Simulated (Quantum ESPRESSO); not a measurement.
A run of Quantum ESPRESSO 7.5:

The input pw.in:

```
&CONTROL
  calculation = 'scf'
  prefix = 'pwscf'
  outdir = './tmp'
  pseudo_dir = './pseudo'
  tprnfor = .true.
  tstress = .true.
  disk_io = 'low'
/
&SYSTEM
  ibrav = 0
  nat = 4
  ntyp = 2
  ecutwfc = 45
  ecutrho = 360
  nbnd = 27
  occupations = 'smearing'
  smearing = 'fd'
  degauss = 0.00367493
/
&ELECTRONS
  conv_thr = 8d-10
  electron_maxstep = 120
  mixing_beta = 0.5
/
ATOMIC_SPECIES
In   114.8180 in_lda_v1.4.uspp.F.UPF
Se    78.9710 se_lda_v1.uspp.F.UPF
CELL_PARAMETERS angstrom
   2.0000000000    1.1547005384    8.4400000000
  -2.0000000000    1.1547005384    8.4400000000
   0.0000000000   -2.3094010768    8.4400000000
ATOMIC_POSITIONS crystal
In     0.8886000000    0.8886000000    0.8886000000
In     0.0000000000    0.0000000000    0.0000000000
Se     0.1719000000    0.1719000000    0.1719000000
Se     0.3835000000    0.3835000000    0.3835000000
K_POINTS automatic
4 4 4 1 1 1
```

The input relax.in:

```
&CONTROL
  calculation = 'vc-relax'
  prefix = 'pwscf'
  outdir = './tmp'
  pseudo_dir = './pseudo'
  tprnfor = .true.
  tstress = .true.
  disk_io = 'low'
  nstep = 40
  forc_conv_thr = 0.0001
  etot_conv_thr = 1d-06
/
&SYSTEM
  ibrav = 0
  nat = 4
  ntyp = 2
  ecutwfc = 45
  ecutrho = 360
  nbnd = 27
  occupations = 'smearing'
  smearing = 'fd'
  degauss = 0.00367493
/
&ELECTRONS
  conv_thr = 8d-10
  electron_maxstep = 120
  mixing_beta = 0.5
/
&IONS
  ion_dynamics = 'bfgs'
/
&CELL
  cell_dynamics = 'bfgs'
  press = 0
  press_conv_thr = 0.2
/
ATOMIC_SPECIES
In   114.8180 in_lda_v1.4.uspp.F.UPF
Se    78.9710 se_lda_v1.uspp.F.UPF
CELL_PARAMETERS angstrom
   2.0000000000    1.1547005384    8.4400000000
  -2.0000000000    1.1547005384    8.4400000000
   0.0000000000   -2.3094010768    8.4400000000
ATOMIC_POSITIONS crystal
In     0.8886000000    0.8886000000    0.8886000000
In     0.0000000000    0.0000000000    0.0000000000
Se     0.1719000000    0.1719000000    0.1719000000
Se     0.3835000000    0.3835000000    0.3835000000
K_POINTS automatic
4 4 4 1 1 1
```

The input scf2.in:

```
&CONTROL
  calculation = 'scf'
  prefix = 'pwscf'
  outdir = './tmp'
  pseudo_dir = './pseudo'
  tprnfor = .true.
  tstress = .true.
  disk_io = 'low'
/
&SYSTEM
  ibrav = 0
  nat = 4
  ntyp = 2
  ecutwfc = 45
  ecutrho = 360
  nbnd = 27
  occupations = 'fixed'
/
&ELECTRONS
  conv_thr = 1d-13
  electron_maxstep = 120
  mixing_beta = 0.5
  startingpot = 'file'
  startingwfc = 'file'
/
ATOMIC_SPECIES
In   114.8180 in_lda_v1.4.uspp.F.UPF
Se    78.9710 se_lda_v1.uspp.F.UPF
CELL_PARAMETERS angstrom
   1.9962667196    1.1525451280    7.9637494661
  -1.9962667196    1.1525451280    7.9637494661
   0.0000000000   -2.3050902559    7.9637494661
ATOMIC_POSITIONS crystal
In     0.8869820963    0.8869820963    0.8869820963
In     0.0016257480    0.0016257480    0.0016257480
Se     0.1680733403    0.1680733403    0.1680733403
Se     0.3873188155    0.3873188155    0.3873188155
K_POINTS automatic
4 4 4 1 1 1
```

ph.in

```
phonons of InSe
&INPUTPH
  prefix = 'pwscf'
  outdir = './tmp'
  tr2_ph = 1d-16
  fildyn = 'dyn'
  niter_ph = 60
  alpha_mix(1) = 0.7
  epsil = .true.
/
0.0000000000 0.0000000000 0.0000000000
```

dynmat.in

```
&INPUT
  fildyn = 'dyn'
  asr = 'crystal'
  lperm = .true.
  filout = 'dynmat.disp'
  fileig = 'dynmat.eig'
/
```

Contents of dynmat_lo.in:

```
&INPUT
  fildyn = 'dyn'
  asr = 'crystal'
  filout = 'dynmat_lo.disp'
  fileig = 'dynmat_lo.eig'
  q(1) = 0
  q(2) = 0
  q(3) = 1
/
```

Potentials or basis: GBRV 1.5 LDA.

Launch:

```console
$ OMP_NUM_THREADS=1 pw.x -in pw.in > pw.out
$ OMP_NUM_THREADS=1 pw.x -in relax.in > relax.out
$ OMP_NUM_THREADS=1 pw.x -in scf2.in > scf2.out
$ OMP_NUM_THREADS=1 ph.x -in ph.in > ph.out
$ OMP_NUM_THREADS=1 dynmat.x -in dynmat.in > dynmat.out
$ OMP_NUM_THREADS=1 dynmat.x -in dynmat_lo.in > dynmat_lo.out
```

Hardware: 1 thread of AMD EPYC 9R45 96-Core Processor (Zen 5), with other jobs on the host.

Q: Estimate the wall time of this run.

A: It took 28 min on 1 thread of AMD EPYC 9R45 96-Core Processor (Zen 5) (shared host), peak memory 0.62 GiB. Counts: scf iterations 165, k pools 1, bands 27, ion steps 18, k points 10, g dense 91081.
